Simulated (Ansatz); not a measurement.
**SnO2: a single-point run**

The task is a single-point run on SnO2. The structure is shown as the input types it.

Computed with Ansatz 0.2.0 (density functional or hybrid calculation with the settings of its input, plane waves, unless a step's input says otherwise).

1 further run of the same task is left out (for a known fault of the program).

## Step 1: Starting point

It takes space group I4_1/amd (No. 141, tetragonal). The conventional cell has a = 3.999 Å, b = 3.999 Å, c = 10.203 Å, α = 90.00°, β = 90.00°, γ = 90.00°. Around Sn (site symmetry -4m2) lie 6 O at 2.05 to 2.08 Å. O (site symmetry 2mm) is surrounded by 3 Sn at 2.05 to 2.08 Å.

Coordinates:

```cif
data_structure
_symmetry_space_group_name_H-M 'P 1'
_symmetry_Int_Tables_number 1
_cell_length_a 5.8327
_cell_length_b 5.8327
_cell_length_c 5.8327
_cell_angle_alpha 139.901
_cell_angle_beta 139.901
_cell_angle_gamma 58.004
_cell_volume 81.59
loop_
_atom_site_label
_atom_site_type_symbol
_atom_site_fract_x
_atom_site_fract_y
_atom_site_fract_z
_atom_site_occupancy
Sn1 Sn 0.75000 0.25000 0.50000 1
Sn2 Sn 0.00000 0.00000 0.00000 1
O1 O 0.79634 0.79634 0.00000 1
O2 O 0.95366 0.45366 0.50000 1
O3 O 0.20366 0.20366 0.00000 1
O4 O 0.54634 0.04634 0.50000 1
```

## Step 2: The calculation

input.yaml

```yaml
crystal:
  lattice:
    - [-1.9996377243, 1.9996377243, 5.1012500209]
    - [1.9996377243, -1.9996377243, 5.1012500209]
    - [1.9996377243, 1.9996377243, -5.1012500209]
  atoms:
    - { symbol: Sn, position: [0.75, 0.25, 0.5] }
    - { symbol: Sn, position: [0.0, 0.0, 0.0] }
    - { symbol: O, position: [0.7963395984, 0.7963395984, 0.0] }
    - { symbol: O, position: [0.9536604016, 0.4536604016, 0.5] }
    - { symbol: O, position: [0.2036604016, 0.2036604016, 0.0] }
    - { symbol: O, position: [0.5463395984, 0.0463395984, 0.5] }
kpoints:
  mp_grid: { grid: [4, 4, 4] }
hamiltonian:
  xc: { exchange: pbe, correlation: pbe, exx: { coeff: -0.2, omega: 0.3 } }
scf:
  occupations: { method: fixed }
  n_extra_bands: 5
output:
  forces: true
  stress: true
  eigenvalues: true
```

On the command line:

```
$ ansatz run input.yaml --threads 4 --pin off --max-ram 4608MiB --backend cpu --events-out ev --progress --plain --runs-dir out
```

**Question.** How will this run end, and is anything wrong with its input?

The program refused the input before any cycle. Its message: «invalid value for `hamiltonian.xc.exx.coeff`: must be finite and in (0, 1]; got -0.2»

In the input, hamiltonian.xc.exx.coeff is -0.2. The number typed is not permitted for that setting.

What to do: set hamiltonian.xc.exx.coeff to 0.05.
